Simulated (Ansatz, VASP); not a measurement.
# K in VASP and in Ansatz

File INCAR:

```
SYSTEM = K
PREC = Accurate
ENCUT = 520
EDIFF = 1E-6
ISMEAR = -1
SIGMA = 0.1
LREAL = .FALSE.
LASPH = .TRUE.
NELM = 80
ALGO = Normal
ISIF = 2
LWAVE = .FALSE.
LCHARG = .FALSE.
GGA = RE
NBANDS = 10
```

The input KPOINTS:

```
regular mesh
0
G
  8 8 8
  0 0 0
```

File POSCAR:

```
K
1.0
    4.4083149871      0.0000000000      0.0000000000
    0.0000000000      4.4083149871      0.0000000000
    0.0000000000      0.0000000000      4.4083149871
K
1
Direct
    0.0000000000      0.0000000000      0.0000000000
```

Input for Ansatz:

```yaml
crystal:
  lattice:
    - [4.4083149871, 0.0, 0.0]
    - [0.0, 4.4083149871, 0.0]
    - [0.0, 0.0, 4.4083149871]
  atoms:
    - { symbol: K, position: [0.0, 0.0, 0.0] }
hamiltonian:
  xc: revpbe
  pseudopotentials:
    kind: paw
    azcp:
      K: "pseudopotentials/K.paw.azcp"
basis:
  ecutwfc: 420
  fft_grid_basis: typed
kpoints:
  mp_grid: { grid: [8, 8, 8], shift: [0, 0, 0] }
magnetization:
  spin_polarized: false
scf:
  occupations: { method: fermi_dirac, width: 0.1 }
  lower_state_search: "off"
output:
  stress: true
  write_density: true
  write_potential: true
  elf: true
  volumetric_format: npy
```

Alike in both runs: task single point; functional revPBE; k mesh 8 × 8 × 8; occupations fermi-dirac, width 0.1 eV; no spin polarisation.

```csv
,VASP,Ansatz
version,VASP 6.6.1,Ansatz 0.2.0
potentials or method,"VASP PAW PBE potentials, release 64 (K_sv)","plane waves (420 eV) with PAW, scalar-relativistic"
plane-wave cutoff (eV),520,420
valence electrons in the cell,9,9
```

```tsv
	VASP	Ansatz	Ansatz less VASP
pressure (GPa)	0.0	0.0	+0.01
```

Caveats: the PAW data sets were made with another functional, which shifts forces and pressure a little (VASP).
